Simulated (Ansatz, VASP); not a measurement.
**BaTiO3 in VASP and in Ansatz**

INCAR

```
PREC = Accurate ; ENCUT = 520
EDIFF = 1E-6 ; ISMEAR = 0
SIGMA = 0.05 ; LREAL = F
LASPH = T ; NELM = 100
ALGO = Normal ; ISIF = 2
LWAVE = F ; LCHARG = F
GGA = PE ; NBANDS = 28
```

File KPOINTS:

```
regular mesh
0
Gamma
  6 6 6
```

POSCAR

```
BaTiO3
1.0
    3.9998000000      0.0000000000      0.0000000000
    0.0000000000      3.9998000000      0.0000000000
    0.0000000000      0.0000000000      4.0180000000
Ba Ti O
1 1 3
Direct
    0.0000000000      0.0000000000      0.0000000000
    0.5076304336      0.4930892565      0.4970589825
    0.5000000000      0.5000000000      0.0190000000
    0.5000000000      0.0000000000      0.5170000000
    0.0000000000      0.5000000000      0.5170000000
```

Input for Ansatz:

```yaml
crystal:
  lattice:
    - [3.9998, 0.0, 0.0]
    - [0.0, 3.9998, 0.0]
    - [0.0, 0.0, 4.018]
  atoms:
    - { symbol: Ba, position: [0.0, 0.0, 0.0] }
    - { symbol: Ti, position: [0.5076304336, 0.4930892565, 0.4970589825] }
    - { symbol: O, position: [0.5, 0.5, 0.019] }
    - { symbol: O, position: [0.5, 0.0, 0.517] }
    - { symbol: O, position: [0.0, 0.5, 0.517] }
basis:
  ecutwfc: 420
  fft_grid_basis: typed
kpoints:
  mp_grid: { grid: [6, 6, 6] }
hamiltonian:
  xc: pbe
scf:
  occupations: { method: gaussian, width: 0.05 }
output:
  forces: true
  stress: true
  eigenvalues: true
  bader: true
  write_density: true
  volumetric_format: npy
```

Alike in both runs: task single point; functional PBE; k mesh 6 × 6 × 6; occupations gaussian, width 0.05 eV; no spin polarisation.

|  | VASP | Ansatz |
| --- | --- | --- |
| version | VASP 6.6.1 | Ansatz 0.2.0 |
| potentials or method | VASP PAW PBE potentials, release 64 (Ba_sv, Ti_sv, O) | scalar-relativistic, plane waves, PAW |
| plane-wave cutoff (eV) | 520 | 420 |
| valence electrons in the cell | 40 | 40 |

VASP gave:

```
gap on the k mesh at the Fermi level (eV)       : 1.80
pressure (GPa)                                  : 4.0
largest component of the traceless stress (GPa) : 0.08
rms of the force components (eV/Å)              : 0.120
```

Problem. Which values does Ansatz return?

Solution. gap on the k mesh at the Fermi level (eV): 1.87; pressure (GPa): 2.2; largest component of the traceless stress (GPa): 0.08; rms of the force components (eV/Å): 0.123.

Atom by atom the forces differ by 0.015 eV/Å (rms over components).

Caveats: spin-orbit coupling is left out, which moves the levels of the heavy elements. A k mesh can miss the band edges.
